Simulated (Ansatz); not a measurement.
## Sn under changes of volume

One of the cells (27.353 Å³/atom); the others are scaled copies at fixed shape and fractional positions:

```
CELL_PARAMETERS angstrom
-2.02919 2.02919 1.66076
2.02919 -2.02919 1.66076
2.02919 2.02919 -1.66076
ATOMIC_POSITIONS crystal
Sn 0.00000 0.00000 0.00000
```

This isn't the form of Sn at room conditions, which is tetragonal (white tin).

```yaml
Program: Ansatz 0.2.0
Functional: PBE0
Potentials_or_basis: Ansatz PAW
Cutoff: "420 eV (not typed: the program's choice for these potentials)"
k_mesh: 6 × 6 × 6
Occupations: fermi-dirac, width 0.05 eV
Spin: no spin polarisation
```

| volume (Å³/atom) | energy over the lowest point (meV/atom) | pressure (GPa) |
| --- | --- | --- |
| 25.712 | 15.01 | 3.5 |
| 26.259 | 5.46 | 2.1 |
| 26.806 | 0.63 | 0.8 |
| 27.353 | 0.00 | -0.4 |
| 27.901 | 3.16 | -1.4 |
| 28.448 | 8.92 | -1.7 |
| 28.995 | ? | ? |

What does the run at 28.995 Å³/atom give?

Energy over the lowest point 16.26 meV/atom; pressure -2.6 GPa.

Worked out: A Birch-Murnaghan fit of order 3 (a polynomial in V^(-2/3)) to the other rows has its minimum at 27.16 Å³/atom with B0 = V·E''(V) = 54 GPa and B' = 7.4 at fixed shape and positions, which overstates the stiffness. It gives 17.34 meV/atom at 28.995 Å³/atom, against the run's 16.26, and -dE/dV = -2.8 GPa, against -2.6.

Energies are extrapolated to zero smearing.

Caveats: all runs use coarse meshes; the PAW data sets come from PBE, with cores solved anew for the run's functional, which leaves a small shift of forces and pressure; the thresholds are loose for stress.
